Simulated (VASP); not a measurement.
# A VASP 6.6.1 single-point calculation on KCl

INCAR

```
BMIX = 0.0001
LREAL = .FALSE.
ENCUT = 520
LCHARG = .FALSE.
NELM = 120
EDIFF = 1E-7
ISMEAR = -1
NBANDS = 15
NSW = 0
ISIF = 2
IBRION = -1
GGA = PE
SIGMA = 0.02
PREC = Accurate
LASPH = .TRUE.
NELECT = 15.98
LWAVE = .FALSE.
AMIX = 0.2
```

KPOINTS

```
KPOINTS created by Atomic Simulation Environment
0
Gamma
8 8 8
0 0 0
```

POSCAR

```
K  Cl
 1.0000000000000000
     3.6455887835000000    0.0000000000000000    0.0000000000000000
     0.0000000000000000    3.6455887835000000    0.0000000000000000
     0.0000000000000000    0.0000000000000000    3.6455887835000000
 K   Cl
   1   1
Cartesian
  0.0000000000000000  0.0000000000000000  0.0000000000000000
  1.8227943917500000  1.8227943917500000  1.8227943917500000
```

The recommended PBE PAW datasets give the neutral cell 16 valence electrons.

Command

```
mpirun -np 1 vasp_std
```

**Question.** How does this run end, and what does it give?

**Answer.** It converged. Results: pressure 3.8 GPa.

OSZICAR

```
N       E                     dE             d eps       ncg     rms          rms(c)
DAV:   1     0.102952912407E+03    0.10295E+03   -0.70529E+03  1050   0.929E+02
DAV:   2    -0.146478933848E+01   -0.10442E+03   -0.95633E+02  1380   0.247E+02
DAV:   3    -0.665584737751E+01   -0.51911E+01   -0.51628E+01  1443   0.494E+01
DAV:   4    -0.682154480224E+01   -0.16570E+00   -0.16566E+00  1527   0.791E+00
DAV:   5    -0.682281480217E+01   -0.12700E-02   -0.12700E-02  1464   0.768E-01    0.358E+00
DAV:   6    -0.664551191596E+01    0.17730E+00   -0.98179E-02  1295   0.215E+00    0.331E+00
DAV:   7    -0.655860945759E+01    0.86902E-01   -0.21053E-01  1316   0.309E+00    0.271E+00
DAV:   8    -0.656445378367E+01   -0.58443E-02   -0.29756E-02  1201   0.160E+00    0.399E-01
DAV:   9    -0.656262798739E+01    0.18258E-02   -0.35567E-03  1456   0.484E-01    0.141E-01
DAV:  10    -0.656289339822E+01   -0.26541E-03   -0.89470E-04  1211   0.183E-01    0.135E-01
DAV:  11    -0.656287187939E+01    0.21519E-04   -0.80431E-05  1319   0.758E-02    0.611E-02
DAV:  12    -0.656285968870E+01    0.12191E-04   -0.22338E-05  1344   0.275E-02    0.170E-02
DAV:  13    -0.656285826881E+01    0.14199E-05   -0.46183E-06  1274   0.135E-02    0.360E-03
DAV:  14    -0.656285833471E+01   -0.65899E-07   -0.17967E-07  1393   0.322E-03
   1 F= -.65628583E+01 E0= -.65624585E+01  d E =-.799596E-03
```

The cell is charged and sits in a uniform background.

For comparison, a separate PBE run of the intended cell, on usual settings and not on those above, gives a gap of 5.53 eV on its mesh and a pressure of 4.2 GPa.
